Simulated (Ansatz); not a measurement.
## What strain does to KCl (rocksalt)

KCl (rocksalt), relaxed with r2SCAN in Ansatz. Space group Fm-3m (No. 225), cubic; conventional cell a = 6.290 Å, 31.10 Å³ an atom. Around K lie 6 Cl at 3.14 Å; around Cl lie 6 K at 3.14 Å.

The axes x, y and z are those of this cell:
```
K Cl
1.0
     0.00000    3.14485    3.14485
     3.14485    0.00000    3.14485
     3.14485    3.14485    0.00000
K Cl
1 1
Direct
  0.00000 0.00000 0.00000
  0.50000 0.50000 0.50000
```

Unstrained: With PBE the gap is 5.194 eV and direct, at Γ. The r2SCAN gap is direct at Γ: 5.831 eV. With HSE06 the gap is 6.505 eV and direct, at Γ. Meshes: PBE 8×8×8, r2SCAN 8×8×8, HSE06 6×6×6. Strains are changes of length per length, and xy shears are angles. After each strain the atoms were relaxed again with r2SCAN within the symmetry that the strain leaves, so tilts or polar shifts that break it weren't tested; points keep the names that they have in the unstrained zone. Spin-unpolarised throughout; all numbers are computed.

Changes of the least gap in eV (an overlap counts as a negative gap):
```csv
strain,volume change (%),space group,PBE,r2SCAN,HSE06,G0W0@PBE (mesh),"energy rise, r2SCAN (meV/atom)"
isotropic +0.5 % on every length,+1.5,Fm-3m,-0.051,-0.052,-0.055,-0.04,0.3
"epitaxial +2.0 % in the plane normal to [111], free normal strain -2.07 %",+1.9,R-3m,-0.120,-0.122,-0.126,-0.12,1.9
uniaxial +3.0 % along x,+3.0,I4/mmm,-0.108,-0.112,-0.115,-0.09,3.3
isotropic +3.0 % on every length,+9.3,Fm-3m,-0.292,-0.297,-0.314,-0.25,13.0
"xy shear, engineering strain (angle) +4.0 %",0.0,Immm,-0.044,-0.045,-0.045,-0.05,1.0
```
Unstrained, G0W0@PBE with 259 empty bands, a screening cutoff of 150 eV and a 4×4×4 mesh gives 7.95 eV on its mesh; the band count follows the volume. The G0W0 figures hold for the stated bands, cutoff and mesh and aren't extrapolated.

Isotropic +0.5 % on every length. HSE06: the gap goes from 6.505 to 6.450 eV (-0.055 eV). Stress change with r2SCAN, compression positive: xx -0.28, yy -0.28, zz -0.28 GPa. For HSE06, dE_g/d ln V = -3.7 eV over this step.

Epitaxial +2.0 % in the plane normal to [111], free normal strain -2.07 %. HSE06: the gap goes from 6.505 to 6.379 eV (-0.126 eV); with r2SCAN the top three valence levels at Γ, degenerate before, become 1+2 from the top over 73 meV. Stress change with r2SCAN, compression positive: xx -0.36, yy -0.36, zz -0.36, xy +0.16, xz +0.16, yz +0.16 GPa.

Uniaxial +3.0 % along x, other directions held. HSE06: the gap goes from 6.505 to 6.390 eV (-0.115 eV); with r2SCAN the top three valence levels at Γ, degenerate before, become 2+1 from the top over 18 meV. Stress change with r2SCAN, compression positive: xx -1.12, yy -0.17, zz -0.17 GPa.

Isotropic +3.0 % on every length. HSE06: the gap goes from 6.505 to 6.191 eV (-0.314 eV). Stress change with r2SCAN, compression positive: xx -1.38, yy -1.38, zz -1.38 GPa. For HSE06, dE_g/d ln V = -3.5 eV over this step.

Xy shear, engineering strain (angle) +4.0 %. HSE06: the gap goes from 6.505 to 6.460 eV (-0.045 eV); with r2SCAN the top three valence levels at Γ, degenerate before, become 1+1+1 from the top over 77 meV. Stress change with r2SCAN, compression positive: xx 0.00, yy 0.00, zz -0.01, xy -0.26 GPa.

The meshes of the hybrids are coarse, so their gaps aren't converged to the digits shown.

The splittings at Γ are without spin-orbit coupling, which regroups them where it is of like size or larger.
